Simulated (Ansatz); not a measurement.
input.yaml

```yaml
crystal:
  lattice:
    - [-2.0000686112, 2.0000686112, 5.1236788559]
    - [2.0000686112, -2.0000686112, 5.1236788559]
    - [2.0000686112, 2.0000686112, -5.1236788559]
  atoms:
    - { symbol: Sn, position: [0.75, 0.25, 0.5] }
    - { symbol: Sn, position: [0.0, 0.0, 0.0] }
    - { symbol: O, position: [0.79652259, 0.79652259, 0.0] }
    - { symbol: O, position: [0.95347741, 0.45347741, 0.5] }
    - { symbol: O, position: [0.20347741, 0.20347741, 0.0] }
    - { symbol: O, position: [0.54652259, 0.04652259, 0.5] }
basis:
  ecutwfc: 420
kpoints:
  mp_grid: { grid: [6, 6, 6] }
hamiltonian:
  xc: pbesol
scf:
  occupations: { method: gaussian, width: 0.1 }
output:
  forces: true
  stress: true
  eigenvalues: true
```

Command:
```bash
ansatz run input.yaml --threads 1 --pin off --max-ram 2560MiB --backend cpu --events-out ev --progress --plain --runs-dir out
```

The calculation used DFT PBEsol, scalar-relativistic, plane waves, PAW (Ansatz).

Part of what the program printed, abridged (iterations and final results):

```
SCF iter   1: F=—  HF=-14142.651287 eV  |F-HF|=—  |Δ(HF+E_count)|=         —  Δρ=1.35e-2  dr2=1.18e-1  ethr=1.77e-3  ⟨swp⟩=6.0  Hψ=4213  notcnv=0  defer=2
SCF iter   2: F=—  HF=-14142.619904 eV  |F-HF|=—  |Δ(HF+E_count)|=   3.14e-2  Δρ=2.17e-3  dr2=1.70e-3  ethr=2.27e-4  ⟨swp⟩=2.0  Hψ=1606  notcnv=0  defer=57
SCF iter   3: F=—  HF=-14142.619895 eV  |F-HF|=—  |Δ(HF+E_count)|=   9.25e-6  Δρ=9.44e-4  dr2=4.27e-4  ethr=3.28e-6  ⟨swp⟩=2.1  Hψ=1663  notcnv=0  defer=27
automatic band count: iteration 3 solves 31 bands in place of 32: the levels show a gap, and the empty bands left out lie too high to hold charge; the band table lists the bands solved (type scf.n_extra_bands for more)
SCF iter   4: F=—  HF=-14142.620061 eV  |F-HF|=—  |Δ(HF+E_count)|=   1.66e-4  Δρ=2.71e-4  dr2=5.83e-5  ethr=8.21e-7  ⟨swp⟩=2.9  Hψ=1735  notcnv=0  defer=27
SCF iter   5: F=—  HF=-14142.620090 eV  |F-HF|=—  |Δ(HF+E_count)|=   2.94e-5  Δρ=4.35e-5  dr2=2.40e-6  ethr=1.12e-7  ⟨swp⟩=2.7  Hψ=1569  notcnv=0  defer=27
SCF iter   6: F=-14142.620095 eV  HF=-14142.620095 eV  |F-HF|=8.91e-8  |Δ(HF+E_count)|=   4.72e-6  Δρ=7.56e-6  dr2=7.18e-8  ethr=1.92e-10  ⟨swp⟩=8.2  Hψ=4913  notcnv=0
SCF 1 converged in 6 iterations: F = -14142.620095 eV  dr2 = 7.18e-8
SCF converged after 6 iterations
Free energy (F): -14142.620095 eV
Harris-Foulkes:  -14142.620095 eV  (|F-HF|=8.91e-8)
Internal energy: -14142.620095 eV  (E = F + TS)
E sigma→0 (E₀):  -14142.620095 eV
Fermi energy:    7.658382 eV
--- Per-component energies (eV) ---
  E_band       = -226.109134
  E_kinetic    = 1079.432641
  E_local      = -3561.074552  (includes V_loc(G=0)·N_el)
  E_nonlocal   = 139.068274
  E_hartree    = 1782.930664
  E_xc         = -1043.295559
  E_vxc        = -561.122488  (∫ρ·V_xc dr)
  E_paw        = -8763.172059  (= ΣΔE_a)
  E_vpaw       = -888.294917  (= ΣTr[D̂ρ^β])
  E_aug_tail   = 0.009833  (compensation charges beyond the density's cutoff)
  E_ewald      = -3777.230168
  E_core_change = 0.710831  (= ΣΔE_core)
  E_smearing   =  0.000000  (= −TS)
--- Forces (eV/Å), atoms counted from 1 ---
  atom   1  Sn     0.00000000     0.00000000     0.00000000
  atom   2  Sn     0.00000000     0.00000000     0.00000000
  atom   3  O      0.00000000     0.00000000     0.08060034
  atom   4  O      0.00000000     0.00000000    -0.08060034
  atom   5  O      0.00000000     0.00000000    -0.08060034
  atom   6  O      0.00000000     0.00000000     0.08060034
--- Stress (GPa, compression-positive) ---
        1.047847       0.000000       0.000000
        0.000000       1.047847       0.000000
        0.000000       0.000000      -0.076023
  P = ⅓ Tr σ = 0.6732 GPa (6.732 kbar)
--- Band table (eV; the first three rows and the last of 30) ---
  k-point 0: bands = ["-13.4726", "-13.4584", "-13.3218", "-12.7507", "-12.6531", "-12.6531", "-12.5074", "-12.4935", "-12.4935", "-12.4641", "-11.4799", "-8.7702", "-8.0877", "-7.8210", "1.8917", "2.0913", "2.0913", "2.7432", "3.4147", "3.4147", "5.1715", "5.8298", "6.2096", "6.2096", "6.4916", "6.4916", "8.4381", "12.3741", "16.1181", "16.5654", "16.6597"]
  k-point 1: bands = ["-13.4203", "-13.3377", "-13.2067", "-12.8208", "-12.6600", "-12.6336", "-12.5162", "-12.5119", "-12.5075", "-12.4693", "-11.1459", "-8.9967", "-8.2478", "-8.1658", "0.1852", "2.2700", "2.2752", "2.7775", "3.9086", "4.6592", "5.2684", "5.5226", "5.7956", "6.1023", "6.2787", "6.6280", "9.9558", "12.5922", "16.4592", "16.5274", "16.7916"]
  k-point 2: bands = ["-13.2952", "-13.0439", "-12.9806", "-12.9205", "-12.6867", "-12.5875", "-12.5454", "-12.5292", "-12.5136", "-12.4781", "-10.3270", "-9.4640", "-9.0933", "-8.5262", "-0.8639", "0.5242", "2.4962", "4.0563", "4.6082", "4.9859", "5.1918", "5.4249", "6.1559", "6.1735", "6.3970", "6.8379", "12.2811", "13.4308", "15.0528", "15.3839", "16.2842"]
  k-point 29: bands = ["-13.6341", "-13.6341", "-12.8333", "-12.8333", "-12.6948", "-12.6948", "-12.4858", "-12.4858", "-12.4482", "-12.4482", "-10.6031", "-10.6031", "-7.5223", "-7.5223", "1.7046", "1.7046", "3.2929", "3.2929", "4.0456", "4.0456", "4.1041", "4.1041", "5.8569", "5.8569", "6.5941", "6.5941", "11.0751", "11.0751", "14.4456", "14.4456", "18.7618"]
```

Self-consistency was reached.

The run took 7.3 s on 1 thread of Arm Neoverse N1, on a shared host, peak memory 0.35 GiB.

The k mesh is coarse.